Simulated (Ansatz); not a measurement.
# Be: the cost of one run

Method: DFT PBE, scalar-relativistic, in Ansatz 0.2.0.

## (1) Starting point

The structure is tetragonal, space group P4_2/mnm (No. 136). The conventional cell has a = 3.747 Å, b = 3.747 Å, c = 2.281 Å, α = 90.00°, β = 90.00°, γ = 90.00°. Around Be (site symmetry m2m) lie 11 Be at 2.15 to 2.28 Å.

As a file:

```
Be
1.0
     3.74681    0.00000    0.00000
     0.00000    3.74681    0.00000
     0.00000    0.00000    2.28128
Be
4
Direct
  0.29741 0.29741 0.00000
  0.70259 0.70259 0.00000
  0.20259 0.79741 0.50000
  0.79741 0.20259 0.50000
```

Atoms are numbered in the order of the input: Be1, Be2, Be3, Be4.

## (2) The deformed structure

Space group P4_2/mnm before, P4_2/mnm after.

## (3) LAPW, all electrons

input.yaml reads:

```yaml
crystal:
  lattice:
    - [3.70934586, 0.0, 0.0]
    - [0.0, 3.70934586, 0.0]
    - [0.0, 0.0, 2.28128]
  atoms:
    - { symbol: Be, position: [0.297408, 0.297408, 0.0] }
    - { symbol: Be, position: [0.702592, 0.702592, 0.0] }
    - { symbol: Be, position: [0.202592, 0.797408, 0.5] }
    - { symbol: Be, position: [0.797408, 0.202592, 0.5] }
kpoints:
  mp_grid: { grid: [9, 9, 14] }
  band_path:
    path:
      - [0.0, 0.0, 0.0]
      - [0.0, 0.5, 0.0]
      - [0.5, 0.5, 0.0]
      - [0.0, 0.0, 0.0]
      - [0.0, 0.0, 0.5]
      - [0.0, 0.5, 0.5]
      - [0.5, 0.5, 0.5]
      - [0.0, 0.0, 0.5]
      - [0.0, 0.5, 0.0]
    npoints: 5
scf:
  occupations: { method: fermi_dirac, width: 0.05 }
hamiltonian:
  xc: pbe
  pseudopotentials: { kind: all_electron, lapw: { basis_error: 0.001 } }
output:
  forces: true
  stress: true
  eigenvalues: true
```

Run with:

```bash
$ ansatz run input.yaml --threads 1 --pin off --max-ram 6144MiB --backend cpu --events-out ev --progress --plain --runs-dir out
```

**Question.** How long does this run take on 1 thread of Intel Xeon 6975P-C (Granite Rapids), shared host, and how much memory does it need?

About 4.5 s, with a peak of 0.28 GiB.
